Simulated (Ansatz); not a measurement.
# Worked example: the enthalpy of CHBrF2 + CBr2ClF → CHF3 + CBr3Cl

Species: CHBrF2 (bromodifluoromethane) `FC(F)Br`, singlet; CBr2ClF (dibromochlorofluoromethane) `FC(Cl)(Br)Br`, singlet; CHF3 `FC(F)F`, singlet; CBr3Cl (tribromochloromethane) `ClC(Br)(Br)Br`, singlet. The partners trade Br for F; both sit on C, so the bond types are kept.

Shapes, held fixed at every level: PBE0-D4/def2-TZVP. Programs: Ansatz 0.2.0. The zero-point and thermal terms to 298 K, harmonic and unscaled (PBE0-D4/def2-TZVP), stand in the table.

At CCSD/def2-SVP; 1 Eh = 2625.50 kJ/mol:

| species | energy (Eh) | H(298 K) − E (kJ/mol) | tabulated ΔfH (kJ/mol) |
| --- | --- | --- | --- |
| CHBrF2 | -2809.967996 | 73.0 | -424.2 |
| CBr2ClF | -5741.636412 | 44.0 | -187.4 |
| CHF3 | -337.201005 | 78.4 | -695.9 |
| CBr3Cl | -8214.418470 | 39.9 | +53.0 |

**Question.** Work out the reaction enthalpy at 298 K from the calculation and from the table of heats.

**Answer.** 
1. Electronic: (-337.201005) + (-8214.418470) − [(-2809.967996) + (-5741.636412)] = -0.015067 Eh = -39.6 kJ/mol.
2. Zero-point and thermal: (78.4) + (39.9) − [(73.0) + (44.0)] = +1.3 kJ/mol.
3. Computed ΔH = -38.3 kJ/mol.
4. From the heats of formation (Active Thermochemical Tables): (-695.9) + (53.0) − [(-424.2) + (-187.4)] = -31.3 kJ/mol.
5. Computed less tabulated: -7.0 kJ/mol. Tabulated heats carry uncertainties of their own.

Relativity is left out for Br. Outer-core shells of Br are correlated, in sets that cover them unevenly.
